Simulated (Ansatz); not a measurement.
GaAs:

```xyz
2
Lattice="0.0000 2.8268 2.8268 2.8268 0.0000 2.8268 2.8268 2.8268 0.0000" Properties=species:S:1:pos:R:3 pbc="T T T"
As    4.2403    4.2403    4.2403
Ga    0.0000    0.0000    0.0000
```

- Program: Ansatz 0.2.0
- Task: relaxation of cell and atoms
- Functional: BLYP
- Potentials or basis: Ansatz PAW
- Cutoff: 420 eV (not typed: the program's choice for these potentials)
- k mesh: 8 × 8 × 8
- Occupations: fermi-dirac, width 0.05 eV
- Spin: no spin polarisation

At the start: volume 22.59 Å³/atom.

How do energy, volume and symmetry change on relaxing?

It ends after 5 steps and the volume is 25.14 Å³/atom (+11.3 %); space group F-43m (No. 216, to 0.05 Å).

Step by step:
```csv
step,energy change (eV),largest force (eV/Å),volume (Å³)
1,0.0000,0.0000,45.18
2,-0.0915,0.0000,48.89
3,-0.0975,0.0000,50.06
4,-0.0976,0.0000,50.28
5,-0.0987,0.0000,50.28
```

Final structure:
```cif
data_structure
_symmetry_space_group_name_H-M 'P 1'
_symmetry_Int_Tables_number 1
_cell_length_a 4.1430
_cell_length_b 4.1430
_cell_length_c 4.1430
_cell_angle_alpha 60.000
_cell_angle_beta 60.000
_cell_angle_gamma 60.000
_cell_volume 50.28
loop_
_atom_site_label
_atom_site_type_symbol
_atom_site_fract_x
_atom_site_fract_y
_atom_site_fract_z
_atom_site_occupancy
As1 As 0.75000 0.75000 0.75000 1
Ga1 Ga 0.00000 0.00000 0.00000 1
```

Caveat: the plane-wave basis is chosen anew once the cell has moved, so the energies of steps on either side of that aren't comparable; the volume moved by +11 % from the deposited cell, more than functionals usually miss; the PAW data sets come from PBE, with cores solved anew for the run's functional, which leaves a small shift of forces and pressure.
